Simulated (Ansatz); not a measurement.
# Calculated field gradients at the nuclei for TaN at a changed volume

The cell is a structure deposited in the COD, relaxed with PBE at fixed cell and then changed (volume scaled by 0.94, ions relaxed).

```
CELL_PARAMETERS angstrom
5.08993 0.00000 0.00000
-2.54497 4.40801 0.00000
0.00000 0.00000 2.85158
ATOMIC_POSITIONS crystal
Ta 0.33333 0.66667 0.50000
Ta 0.66667 0.33333 0.50000
Ta 0.00000 0.00000 0.00000
N 0.39559 0.00000 0.00000
N 0.60441 0.60441 0.00000
N 0.00000 0.39559 0.00000
```

Atom numbers follow the list; atoms alike are taken as one site, whose name carries the number of the first.

Method: Kohn–Sham DFT in Ansatz, PBE, plane waves and PAW, scalar-relativistic, collinear spin, 420 eV cutoff, Γ-centred 10×10×16 k-points, Fermi–Dirac smearing 0.05 eV. Start moments as typed (μB): 2 on each Ta, none on the rest.

Conventions: |V_zz| ≥ |V_yy| ≥ |V_xx|, η = (V_xx − V_yy)/V_zz, C_Q = eQV_zz/h. Directions are in the Cartesian axes of the cell vectors above, for the atom listed; none is given where the gradient is under 0.02 or η is above 0.95.

| site | first atom | first shell | V_zz (10²¹ V/m²) | η | direction of V_zz (x, y, z) |
| --- | --- | --- | --- | --- | --- |
| Ta1 | 1 | 6 N at 2.12 Å | -22.8 | 0.00 | 0.00 0.00 1.00 |
| Ta3 | 3 | 3 N at 2.01 Å; also 3 N at 3.08 Å | 13.76 | 0.00 | 0.00 0.00 1.00 |
| N | 4 | 5 Ta at 2.01–2.12 Å | -1.27 | 0.40 | 1.00 0.00 0.00 |

An axis of threefold or higher order runs through Ta1 and Ta3, so V_zz lies along it and η is zero. At N V_zz points along its shortest bond, to Ta (within 1°).

With no gap above 0.1 eV, as in a metal, the gradients converge slowly in k; expect changes of a tenth or more on a denser mesh. Without spin–orbit coupling the gradients at and beside Ta can be off by some per cent, at some sites by more. With these PAW files V_zz is typically within 2 to 3 % of all-electron values, but misses above 10 % occur on Ta. At this changed cell the PBE pressure is 28 GPa. The start moments die out, and the run ends without spin.

The relaxation (3 steps) took 92 s of wall time (86 s of CPU time) and 0.83 GiB at its peak, on 1 thread of AMD EPYC 9R14 (Zen 4) (x86_64; 16 cores open to the job, memory cap 3.0 GiB, no GPU), a shared host with a load of 0.2 a core.
